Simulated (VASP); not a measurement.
# Ta in VASP: work function with PBE

Aim: the work function of Ta with PBE.

All numbers are computed with VASP 6.6.1; they aren't measurements. Logs are shortened: lines on timing, memory, paths and dates and some standing lists are left out, and cuts for length are marked.

## 1. The cell of the first run

The cell holds a slab with vacuum, 9 atoms: a = 2.860 Å, b = 4.671 Å, c = 25.786 Å, α = 90.00°, β = 90.00°, γ = 90.00°.

The slab is cut from a database's or a generator's crystal, which needn't be the stable form of the element.

## 2. Work function, PBE (the (2 1 1) slab of Ta, cut from the database cell, not relaxed)

Input file INCAR:

```
SYSTEM = Ta
ALGO     = Normal         ! electronic algorithm
DIPOL    = 0.5 0.5 0.500
EDIFF    = 1E-6           ! SCF threshold, eV
ENCUT    = 520            ! plane-wave cutoff, eV
GGA      = PE             ! functional
IDIPOL   = 3            
ISIF     = 2              ! what is computed and relaxed
ISMEAR   = 0              ! smearing method
LASPH    = .True.         ! aspherical terms in the spheres
LCHARG   = .True.         ! write CHGCAR
LDIPOL   = .True.       
LELF     = .True.         ! ELF
LREAL    = .False.        ! projectors in reciprocal space
LVACPOTAV= .True.       
LVHAR    = .True.       
LWAVE    = .False.        ! write WAVECAR
NELM     = 100            ! most SCF steps
PREC     = Accurate       ! precision mode
SIGMA    = 0.05           ! smearing width, eV
```

Input file KPOINTS:

```
k-points
0
Gamma
  9 6 1
  0 0 0
```

Input file POSCAR:

```
Ta
1.0
    2.8601008575      0.0000000000      0.0000000000
    0.0000000000      4.6705251426      0.0000000000
    0.0000000000      0.0000000000     25.7861157932
Ta
9
Direct
    0.3333333333      0.5000000000      0.2908541969
    0.6666666667      0.0000000000      0.3431406477
    0.0000000000      0.5000000000      0.3954270984
    0.3333333333      0.0000000000      0.4477135492
    0.6666666667      0.5000000000      0.5000000000
    0.0000000000      0.0000000000      0.5522864508
    0.3333333333      0.5000000000      0.6045729016
    0.6666666667      0.0000000000      0.6568593523
    0.0000000000      0.5000000000      0.7091458031
```

Potentials or basis: VASP PAW PBE potentials, release 64 (Ta_pv).

The run is started by

```sh
cat potpaw_PBE.64/Ta_pv/POTCAR > POTCAR
mpirun -np 1 vasp_std > vasp.out
```

OUTCAR:

```text
SYSTEM = Ta
   EDIFF = 1E-6
   ENCUT = 520
   GGA = PE
   ISIF = 2
   ISMEAR = 0
   LASPH = .True.
   LREAL = .False.
   NELM = 100
   PREC = Accurate

 ion  position               nearest neighbor table
   1  0.333  0.500  0.291-   3 2.86   2 2.86   2 2.86   3 3.30   2 3.30   2 3.30
   2  0.667  0.000  0.343-   4 2.86   3 2.86   3 2.86   1 2.86   1 2.86   4 3.30   3 3.30   3 3.30
                             1 3.30   1 3.30
   3  0.000  0.500  0.395-   1 2.86   2 2.86   2 2.86   4 2.86   4 2.86   5 2.86   1 3.30   2 3.30
                             2 3.30   4 3.30   4 3.30   5 3.30
   4  0.333  0.000  0.448-   2 2.86   3 2.86   3 2.86   5 2.86   5 2.86   6 2.86   2 3.30   5 3.30
                             5 3.30   3 3.30   3 3.30   6 3.30
   5  0.667  0.500  0.500-   6 2.86   6 2.86   4 2.86   4 2.86   3 2.86   7 2.86   4 3.30   4 3.30
                             6 3.30   6 3.30   7 3.30   3 3.30
   6  0.000  0.000  0.552-   8 2.86   5 2.86   5 2.86   7 2.86   7 2.86   4 2.86   8 3.30   5 3.30
                             5 3.30   7 3.30   7 3.30   4 3.30
   7  0.333  0.500  0.605-   9 2.86   8 2.86   8 2.86   6 2.86   6 2.86   5 2.86   9 3.30   8 3.30
                             8 3.30   6 3.30   6 3.30   5 3.30
   8  0.667  0.000  0.657-   6 2.86   7 2.86   7 2.86   9 2.86   9 2.86   6 3.30   7 3.30   7 3.30
                             9 3.30   9 3.30
   9  0.000  0.500  0.709-   7 2.86   8 2.86   8 2.86   7 3.30   8 3.30   8 3.30

  LATTYP: Found a simple orthorhombic cell.
 ALAT       =     2.8601008575
 B/A-ratio  =     1.6329931619
 C/A-ratio  =     9.0158064621

  Lattice vectors:

 A1 = (   2.8601008575,   0.0000000000,   0.0000000000)
 A2 = (   0.0000000000,   4.6705251426,   0.0000000000)
 A3 = (   0.0000000000,   0.0000000000,  25.7861157932)

Analysis of symmetry for initial positions (statically):
=====================================================================
 Subroutine PRICEL returns:
 Original cell was already a primitive cell.

 Routine SETGRP: Setting up the symmetry group for a
 simple orthorhombic supercell.

 Subroutine GETGRP returns: Found  4 space group operations
 (whereof  2 operations were pure point group operations)
 out of a pool of  8 trial point group operations.

The static configuration has the point symmetry C_1h.
 The point group associated with its full space group is C_2h.

Analysis of symmetry for dynamics (positions and initial velocities):
=====================================================================
 Subroutine PRICEL returns:
 Original cell was already a primitive cell.

[... 132 lines left out ...]
   ISMEAR =     0;   SIGMA  =   0.05  broadening in eV -4-tet -1-fermi 0-gaus
   EFERMI_NEDOS =   21; number of points for ismear=-14 and -15
   IALGO  =     38    algorithm
   IMIX   =      4    mixing-type and parameters
     AMIX     =   0.40;   BMIX     =  1.00
     AMIX_MAG =   1.60;   BMIX_MAG =  1.00
  volume/ion in A,a.u.               =      38.27       258.28
  Fermi-wavevector in a.u.,A,eV,Ry     =   1.080378  2.041618 15.880934  1.167216
  Thomas-Fermi vector in A             =   2.216367
   LORBIT       =      0    0 simple, 1 ext, 2 COOP (PROOUT), +10 PAW based schemes
   GGA     = PE    functional components
   LHFCALC =     F    Hartree Fock is set to
   AEXX    =    0.0000 exact exchange contribution
   IVDW    =     0    specifies the selected vdW correction
   LEPSILON=     F    determine dielectric tensor
   LRPA    =     F    only Hartree local field effects (RPA)
 non-spin polarized calculation
 Gauss-broadening in eV      SIGMA  =   0.05
  energy-cutoff  :      520.00
  volume of cell :      344.46
 maximum number of plane-waves:      9334
 NGX is ok and might be reduce to    24
   NGX = 11   NGY = 17   NGZ = 95

 dipolmoment           0.000000      0.000000     -0.000000 electrons x Angstroem

 number of electron      99.0000002 magnetization

 dipolmoment           0.000000      0.000000      0.000000 electrons x Angstroem

 Free energy of the ion-electron system (eV)
  ---------------------------------------------------
  ext. energy  EPLUGINS =         0.00000000
  ---------------------------------------------------
  free energy    TOTEN  =      -101.54387239 eV

  energy without entropy =     -101.52564940  energy(sigma->0) =     -101.53476089

 E-fermi :   0.7727     XC(G=0):  -6.8628

 val. band max:        0.7608271967   @ k =   0.0000   0.1667   0.0000
 cond. band min:       0.7731564740   @ k =   0.0000   0.0000   0.0000
 fundamental gap:      0.0123292774
 Fermi energy:         0.7726881074

 k-point     1 :       0.0000    0.0000    0.0000
  band No.  band energies     occupation
      1     -33.7215      2.00000
      2     -33.7173      2.00000
      3     -33.6999      2.00000
      4     -33.6940      2.00000
      5     -33.4211      2.00000
      6     -33.3032      2.00000
[... 1229 lines left out ...]
     58       3.0238      0.00000
     59       3.3270      0.00000

------------------------ aborting loop because EDIFF is reached ----------------------------------------

  FORCE on cell =-STRESS in cart. coord.  units (eV):
  Direction    XX          YY          ZZ          XY          YZ          ZX
  --------------------------------------------------------------------------------------
  -------------------------------------------------------------------------------------
  Total       -5.5263699     -4.1939148     -2.7556610      0.0000000      0.0000000      0.9511917
  in kB      -25.7049962    -19.5073016    -12.8175018      0.0000000      0.0000000      4.4243111
  external PRESSURE =     -19.3432666 kB  Pullay stress =       0.0000000 kB

 VOLUME and BASIS-vectors are now :
 -----------------------------------------------------------------------------
  energy-cutoff  :      520.00
  volume of cell :      344.46
      direct lattice vectors                 reciprocal lattice vectors
     2.860100857  0.000000000  0.000000000     0.349638020  0.000000000  0.000000000
     0.000000000  4.670525143  0.000000000     0.000000000  0.214108686  0.000000000
     0.000000000  0.000000000 25.786115793     0.000000000  0.000000000  0.038780560

 POSITION                                       TOTAL-FORCE (eV/Angst)
 -----------------------------------------------------------------------------------
      0.95337      2.33526      7.50000        -0.316748      0.000000      0.976388
      1.90673      0.00000      8.84826         0.346531      0.000000     -0.471305
      0.00000      2.33526     10.19653        -0.005848      0.000000     -0.819110
      0.95337      0.00000     11.54479        -0.113861      0.000000      0.148199
      1.90673      2.33526     12.89306         0.000000      0.000000     -0.000000
      0.00000      0.00000     14.24132         0.113861      0.000000     -0.148199
      0.95337      2.33526     15.58959         0.005848      0.000000      0.819110
      1.90673      0.00000     16.93785        -0.346531      0.000000      0.471305
      0.00000      2.33526     18.28612         0.316748      0.000000     -0.976388
 -----------------------------------------------------------------------------------
    total drift:                               -0.000000      0.000000      0.000000

  FREE ENERGIE OF THE ION-ELECTRON SYSTEM (eV)
  ---------------------------------------------------
  free  energy   TOTEN  =      -101.5438723906 eV

  energy  without entropy=     -101.5256493979  energy(sigma->0) =     -101.53476089

 vacuum level on the upper side and lower side of the slab         4.470         4.470
```

OSZICAR:

```text
N       E                     dE             d eps       ncg     rms          rms(c)
DAV:   1     0.910401572546E+03    0.91040E+03   -0.56223E+04  3000   0.153E+03
DAV:   2    -0.667825129597E+02   -0.97718E+03   -0.95873E+03  2690   0.426E+02
DAV:   3    -0.109047905679E+03   -0.42265E+02   -0.40506E+02  3072   0.742E+01
[... 22 lines left out ...]
DAV:  26    -0.101543845551E+03   -0.37161E-04   -0.36729E-06  2029   0.468E-03    0.241E-03
DAV:  27    -0.101543860780E+03   -0.15229E-04   -0.70434E-07  1629   0.319E-03    0.985E-04
DAV:  28    -0.101543870002E+03   -0.92215E-05   -0.54304E-07  1618   0.147E-03    0.429E-04
DAV:  29    -0.101543872055E+03   -0.20532E-05   -0.11604E-07  1504   0.892E-04    0.229E-04
DAV:  30    -0.101543872391E+03   -0.33570E-06   -0.40785E-08  1434   0.606E-04
   1 F= -.10154387E+03 E0= -.10153476E+03  d E =-.182230E-01
```

It took 7.6 min on 1 thread of Intel Xeon 6975P-C (Granite Rapids), shared host; peak memory 0.58 GiB.

Results:

* Free energy: -101.5439 eV
* Largest force: 1.026 eV/Å
* Band gap on the k mesh: none (metal or under the smearing width)
* Work function of the upper face: 3.70 eV
* Work function of the lower face: 3.70 eV

Forces in eV/Å, atoms in the order of the input:
```
Ta  -0.317  0.000  0.976
Ta   0.347  0.000 -0.471
Ta  -0.006  0.000 -0.819
Ta  -0.114  0.000  0.148
Ta   0.000  0.000  0.000
Ta   0.114  0.000 -0.148
Ta   0.006  0.000  0.819
Ta  -0.347  0.000  0.471
Ta   0.317  0.000 -0.976
```

Levels at points of the mesh, in eV from the Fermi level:
| k point | band 48 | band 49 | band 50 | band 51 | band 52 | band 53 |
| --- | --- | --- | --- | --- | --- | --- |
| (0.00, 0.00, 0.00) | -0.21 | 0.00 | 0.10 | 0.26 | 0.27 | 0.52 |
| (0.00, 0.50, 0.00) | -0.50 | -0.36 | -0.16 | 0.06 | 0.12 | 0.24 |
